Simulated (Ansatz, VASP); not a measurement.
# C: VASP beside Ansatz

Contents of POSCAR:

```
C
1.0
   -1.1612693004      1.1612693004      1.1612693004
    1.1612693004     -1.1612693004      1.1612693004
    1.1612693004      1.1612693004     -1.1612693004
C
1
Direct
    0.0000000000      0.0000000000      0.0000000000
```

File INCAR.step1:

```
  PREC = Accurate
  ENCUT = 520
  ISMEAR = -1
  SIGMA = 0.1
  LREAL = False
  LASPH = True
  NELM = 100
  NBANDS = 8
  GGA = PE
  ALGO = Normal
  EDIFF = 1E-4
  LWAVE = True
  LCHARG = False
```

Contents of INCAR.step2:

```
  PREC = Accurate
  ENCUT = 520
  EDIFF = 1E-6
  ISMEAR = -1
  SIGMA = 0.1
  LREAL = False
  LASPH = True
  NELM = 100
  ALGO = Normal
  ISIF = 2
  LWAVE = False
  LCHARG = False
  METAGGA = R2SCAN
  LMIXTAU = True
  NBANDS = 8
  ISTART = 1
```

File KPOINTS:

```
regular mesh
0
Gamma
  21 21 21
```

Input for Ansatz:

```yaml
crystal:
  lattice:
    - [-1.1612693004, 1.1612693004, 1.1612693004]
    - [1.1612693004, -1.1612693004, 1.1612693004]
    - [1.1612693004, 1.1612693004, -1.1612693004]
  atoms:
    - { symbol: C, position: [0.0, 0.0, 0.0] }
hamiltonian:
  xc: r2scan
  pseudopotentials:
    kind: paw
    azcp:
      C: "pseudopotentials/C.paw.azcp"
basis:
  ecutwfc: 500
  fft_grid_basis: typed
kpoints:
  mp_grid: { grid: [21, 21, 21], shift: [0, 0, 0] }
magnetization:
  spin_polarized: false
scf:
  occupations: { method: fermi_dirac, width: 0.1 }
  lower_state_search: "off"
output:
  stress: true
```

Alike in both runs: task single point; functional r2SCAN; k mesh 21 × 21 × 21; occupations fermi-dirac, width 0.1 eV; no spin polarisation.

|  | VASP | Ansatz |
| --- | --- | --- |
| version | VASP 6.6.1 | Ansatz 0.2.0 |
| potentials or method | VASP PAW PBE potentials, release 64 (C) | plane waves (500 eV) with PAW, scalar-relativistic |
| plane-wave cutoff (eV) | 520 | 500 |
| valence electrons in the cell | 4 | 4 |

Ansatz gave:

| Quantity | Value |
| --- | --- |
| pressure (GPa) | 17.5 |

Q: What did VASP give for the same quantities?

A: Pressure (GPa): 17.8.

Caveats: so large a pressure means that the cell lies far from this level's equilibrium, or that cutoff or potentials fall short (VASP); the potentials were made for another functional, which shifts forces and pressure (VASP).
